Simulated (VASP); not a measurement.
# Au (Fm-3m) in VASP: a series of runs

One crystal, Au, is run at these levels: PBEsol; tasks: relaxation of the atoms.

Program: VASP 6.6.1. These are calculated values, not measurements. Logs are shortened: lines on timing, memory, paths and dates and some standing lists are left out, and cuts for length are marked.

### Step 1. The crystal as given

The structure is cubic, space group Fm-3m (No. 225). Conventional cell: a = 4.082 Å, b = 4.082 Å, c = 4.082 Å, α = 90.00°, β = 90.00°, γ = 90.00°. Au (site symmetry m-3m) has 12 Au at 2.89 Å as nearest neighbours.

### Step 2. Relaxation of the atoms, PBEsol

INCAR

```
SYSTEM = Au
ALGO = Normal
EDIFF = 1E-7
EDIFFG = -0.01
ENCUT = 600
GGA = PS
IBRION = 2
ISIF = 2
ISMEAR = 1
LASPH = .True.
LCHARG = .False.
LREAL = .False.
LWAVE = .False.
NELM = 80
NSW = 40
PREC = Accurate
SIGMA = 0.1
```

KPOINTS

```
k-points
0
Gamma
  16 16 16
  0 0 0
```

POSCAR

```
Au                                      
1.0
    0.0000000000      2.0408538051      2.0408538051
    2.0408538051      0.0000000000      2.0408538051
    2.0408538051      2.0408538051      0.0000000000
  Au            
     1
Direct
     0.0000000000000000    0.0000000000000000    0.0000000000000000
```

Potentials or basis: VASP PAW PBE potentials, release 64 (Au).

The run is started by

```
> cat potpaw_PBE.64/Au/POTCAR > POTCAR
> mpirun -np 1 vasp_std > vasp.out
```

OUTCAR:

```text
SYSTEM = Au
   EDIFF = 1E-7
   EDIFFG = -0.01
   ENCUT = 600
   GGA = PS
   IBRION = 2
   ISIF = 2
   ISMEAR = 1
   LASPH = .True.
   LREAL = .False.
   NELM = 80
   NSW = 40
   PREC = Accurate

 ion  position               nearest neighbor table
   1  0.000  0.000  0.000-

  LATTYP: Found a face centered cubic cell.
 ALAT       =     4.0817076102

  Lattice vectors:

 A1 = (   0.0000000000,   2.0408538051,   2.0408538051)
 A2 = (   2.0408538051,   0.0000000000,   2.0408538051)
 A3 = (   2.0408538051,   2.0408538051,   0.0000000000)

Analysis of symmetry for initial positions (statically):
=====================================================================
 Subroutine PRICEL returns:
 Original cell was already a primitive cell.

 Routine SETGRP: Setting up the symmetry group for a
 face centered cubic supercell.

 Subroutine GETGRP returns: Found 48 space group operations
 (whereof 48 operations were pure point group operations)
 out of a pool of 48 trial point group operations.

The static configuration has the point symmetry O_h .

Analysis of symmetry for dynamics (positions and initial velocities):
=====================================================================
 Subroutine PRICEL returns:
 Original cell was already a primitive cell.

 Routine SETGRP: Setting up the symmetry group for a
 face centered cubic supercell.

 Subroutine GETGRP returns: Found 48 space group operations
 (whereof 48 operations were pure point group operations)
 out of a pool of 48 trial point group operations.

The dynamic configuration has the point symmetry O_h .

 Subroutine INISYM returns: Found 48 space group operations
 (whereof 48 operations are pure point group operations),
 and found     1 'primitive' translations

----------------------------------------------------------------------------------------

                                     Primitive cell

  volume of cell :      17.0007

  direct lattice vectors                    reciprocal lattice vectors
     0.000000000  2.040853805  2.040853805    -0.244995501  0.244995501  0.244995501
     2.040853805  0.000000000  2.040853805     0.244995501 -0.244995501  0.244995501
     2.040853805  2.040853805  0.000000000     0.244995501  0.244995501 -0.244995501

  length of vectors
     2.886203130  2.886203130  2.886203130     0.424344655  0.424344655  0.424344655

  position of ions in fractional coordinates (direct lattice)
     0.000000000  0.000000000  0.000000000

  ion indices of the primitive-cell ions
   primitive index   ion index
                 1           1

----------------------------------------------------------------------------------------

 KPOINTS: k-points

Automatic generation of k-mesh.
 Grid dimensions read from file:
 generate k-points for:   16   16   16

 Generating k-lattice:

  Cartesian coordinates                     Fractional coordinates (reciprocal lattice)
    -0.015312219  0.015312219  0.015312219     0.062500000  0.000000000  0.000000000
     0.015312219 -0.015312219  0.015312219     0.000000000  0.062500000  0.000000000
     0.015312219  0.015312219 -0.015312219     0.000000000  0.000000000  0.062500000

  Length of vectors
     0.026521541  0.026521541  0.026521541

  Shift w.r.t. Gamma in fractional coordinates (k-lattice)
     0.000000000  0.000000000  0.000000000

 Subroutine IBZKPT returns following result:
 ===========================================

 Found    145 irreducible k-points:

 Following reciprocal coordinates:
            Coordinates               Weight
  0.000000  0.000000  0.000000      1.000000
  0.062500  0.000000  0.000000      8.000000
  0.125000  0.000000  0.000000      8.000000
  0.187500  0.000000  0.000000      8.000000
  0.250000  0.000000  0.000000      8.000000
  0.312500  0.000000  0.000000      8.000000
[... 16 lines left out ...]
 -0.125000  0.062500  0.000000     24.000000
 -0.062500  0.062500  0.000000     12.000000
 [... further k-points ...]
   k-points           NKPTS =    145   k-points in BZ     NKDIM =    145   number of bands    NBANDS=      9
   number of dos      NEDOS =    301   number of ions     NIONS =      1
   total plane-waves  NPLWV =  13824
   dimension x,y,z NGX =    24 NGY =   24 NGZ =   24
   dimension x,y,z NGXF=    48 NGYF=   48 NGZF=   48
   ions per type =               1
   NGX,Y,Z   is equivalent  to a cutoff of  13.82, 13.82, 13.82 a.u.
   NGXF,Y,Z  is equivalent  to a cutoff of  27.65, 27.65, 27.65 a.u.
 SYSTEM =  Au
   PREC   = accura    normal or accurate (medium, high low for compatibility)
   ISTART =      0    job   : 0-new  1-cont  2-samecut
   ICHARG =      2    charge: 1-file 2-atom 10-const
   ISPIN  =      1    spin polarized calculation?
   LNONCOLLINEAR =      F non collinear calculations
   LSORBIT =      F    spin-orbit coupling
   LASPH  =      T    aspherical Exc in radial PAW
   ENCUT  =  600.0 eV  44.10 Ry    6.64 a.u.   5.76  5.76  5.76*2*pi/ulx,y,z
   NELM   =     80;   NELMIN=  2; NELMDL= -5     # of ELM steps
   EDIFF  = 0.1E-06   stopping-criterion for ELM
   LREAL  =      F    real-space projection
   EDIFFG = -.1E-01   stopping-criterion for IOM
   NSW    =     40    number of steps for IOM
   IBRION =      2    ionic relax: 0-MD 1-quasi-New 2-CG
   NFREE  =      1    steps in history (QN), initial steepest desc. (CG)
   ISIF   =      2    stress and relaxation
   ISYM   =      2    0-nonsym 1-usesym 2-fastsym
   POTIM  = 0.5000    time-step for ionic-motion
   TEBEG  =    0.0;   TEEND  =   0.0 temperature during run
   PSTRESS=    0.0 pullay stress
   NELECT =      11.0000    total number of electrons
   NUPDOWN=      -1.0000    fix difference up-down
   EMIN   =  10.00;   EMAX   =-10.00  energy-range for DOS
   EFERMI =   0.00;   METHOD = LEGACY
   ISMEAR =     1;   SIGMA  =   0.10  broadening in eV -4-tet -1-fermi 0-gaus
   EFERMI_NEDOS =   21; number of points for ismear=-14 and -15
   IALGO  =     38    algorithm
   IMIX   =      4    mixing-type and parameters
     AMIX     =   0.40;   BMIX     =  1.00
     AMIX_MAG =   1.60;   BMIX_MAG =  1.00
  volume/ion in A,a.u.               =      17.00       114.73
  Fermi-wavevector in a.u.,A,eV,Ry     =   1.415958  2.675773 27.278841  2.004938
  Thomas-Fermi vector in A             =   2.537343
   LORBIT       =      0    0 simple, 1 ext, 2 COOP (PROOUT), +10 PAW based schemes
   GGA     = PS    functional components
   LHFCALC =     F    Hartree Fock is set to
   AEXX    =    0.0000 exact exchange contribution
   IVDW    =     0    specifies the selected vdW correction
   LEPSILON=     F    determine dielectric tensor
   LRPA    =     F    only Hartree local field effects (RPA)
 conjugate gradient relaxation of ions
 non-spin polarized calculation
 Methfessel and Paxton  Order N= 1 SIGMA  =   0.10
  energy-cutoff  :      600.00
  volume of cell :       17.00
 maximum number of plane-waves:       588
   NGX = 11   NGY = 11   NGZ = 11

 number of electron      11.0000000 magnetization

 Free energy of the ion-electron system (eV)
  ---------------------------------------------------
  ext. energy  EPLUGINS =         0.00000000
  ---------------------------------------------------
  free energy    TOTEN  =        -3.92364033 eV

  energy without entropy =       -3.92352122  energy(sigma->0) =       -3.92360062

 E-fermi :   9.2818     XC(G=0): -12.8989

 val. band max:        9.1821827587   @ k =   0.5000   0.2500   0.1250
 cond. band min:       9.2984977087   @ k =   0.5000   0.3125   0.1250
 fundamental gap:      0.1163149500
 Fermi energy:         9.2818131980

 k-point     1 :       0.0000    0.0000    0.0000
  band No.  band energies     occupation
      1      -0.6279      2.00000
      2       4.6267      2.00000
      3       4.6267      2.00000
      4       4.6267      2.00000
      5       6.1635      2.00000
      6       6.1635      2.00000
      7      23.8148      0.00000
      8      27.8237      0.00000
      9      27.8237      0.00000

 k-point     2 :       0.0625    0.0000    0.0000
  band No.  band energies     occupation
      1      -0.4912      2.00000
      2       4.5812      2.00000
      3       4.6741      2.00000
      4       4.6741      2.00000
      5       6.1418      2.00000
      6       6.1418      2.00000
      7      23.9773      0.00000
      8      26.9429      0.00000
      9      27.9873      0.00000

 k-point     3 :       0.1250    0.0000    0.0000
  band No.  band energies     occupation
      1      -0.0950      2.00000
      2       4.4715      2.00000
      3       4.7924      2.00000
      4       4.7924      2.00000
      5       6.1038      2.00000
      6       6.1038      2.00000
      7      24.2739      0.00000
      8      25.2594      0.00000
      9      28.4415      0.00000

 k-point     4 :       0.1875    0.0000    0.0000
  band No.  band energies     occupation
      1       0.5074      2.00000
      2       4.3817      2.00000
      3       4.9025      2.00000
      4       4.9025      2.00000
      5       6.1341      2.00000
      6       6.1341      2.00000
      7      22.8067      0.00000
      8      24.9825      0.00000
      9      29.0347      0.00000
[... 205 lines left out ...]
 k-point    22 :      -0.1875    0.0625    0.0000
  band No.  band energies     occupation
      1       0.8487      2.00000
      2       4.2884      2.00000
      3       4.9522      2.00000
      4       4.9879      2.00000
      5       5.9415      2.00000
      6       6.4344      2.00000
      7      22.1200      0.00000
      8      24.9580      0.00000
      9      27.8191      0.00000

 k-point    23 :      -0.1250    0.0625    0.0000
  band No.  band energies     occupation
      1       0.2030      2.00000
      2       4.3627      2.00000
      3       4.8786      2.00000
      4       4.8991      2.00000
      5       5.9319      2.00000
      6       6.2550      2.00000
      7      24.1724      0.00000
      8      24.8514      0.00000
      9      27.6169      0.00000

 k-point    24 :      -0.0625    0.0625    0.0000
  band No.  band energies     occupation
      1      -0.2673      2.00000
      2       4.4935      2.00000
      3       4.7397      2.00000
      4       4.7745      2.00000
      5       6.0369      2.00000
      6       6.1888      2.00000
      7      24.2188      0.00000
      8      26.1008      0.00000
      9      27.6054      0.00000

 [... further k-points ...]

------------------------ aborting loop because EDIFF is reached ----------------------------------------

  FORCE on cell =-STRESS in cart. coord.  units (eV):
  Direction    XX          YY          ZZ          XY          YZ          ZX
  --------------------------------------------------------------------------------------
  -------------------------------------------------------------------------------------
  Total        0.0005119      0.0005119      0.0005119      0.0000000      0.0000000     -0.0000000
  in kB        0.0482430      0.0482430      0.0482430      0.0000000      0.0000000     -0.0000000
  external PRESSURE =       0.0482430 kB  Pullay stress =       0.0000000 kB

 VOLUME and BASIS-vectors are now :
 -----------------------------------------------------------------------------
  energy-cutoff  :      600.00
  volume of cell :       17.00
      direct lattice vectors                 reciprocal lattice vectors
     0.000000000  2.040853805  2.040853805    -0.244995501  0.244995501  0.244995501
     2.040853805  0.000000000  2.040853805     0.244995501 -0.244995501  0.244995501
     2.040853805  2.040853805  0.000000000     0.244995501  0.244995501 -0.244995501

 POSITION                                       TOTAL-FORCE (eV/Angst)
 -----------------------------------------------------------------------------------
      0.00000      0.00000      0.00000        -0.000000      0.000000      0.000000
 -----------------------------------------------------------------------------------
    total drift:                               -0.000000      0.000000      0.000000

  FREE ENERGIE OF THE ION-ELECTRON SYSTEM (eV)
  ---------------------------------------------------
  free  energy   TOTEN  =        -3.9236403250 eV

  energy  without entropy=       -3.9235212201  energy(sigma->0) =       -3.92360062

 reached required accuracy - stopping structural energy minimisation
```

It took 9.4 s on 1 thread of Intel Xeon Platinum 8375C at 2.90GHz (Ice Lake), shared host; peak memory 0.16 GiB.

Results:

* Free energy: -3.9236 eV
* Pressure after relaxing: 0.0 GPa
* Band gap on the k mesh: none (metal or under the smearing width)

Final structure:
```
Au
1.0
     0.00000    2.04085    2.04085
     2.04085    0.00000    2.04085
     2.04085    2.04085    0.00000
Au
1
Cartesian
  0.0000 0.0000 0.0000
```

Caveat: the relaxation stopped at its first step, so nothing moved; the PAW data sets were made with another functional, which shifts forces and pressure a little. The run has no spin-orbit coupling, so splittings on Au are missing.

(Continued in part 2 of 2.)
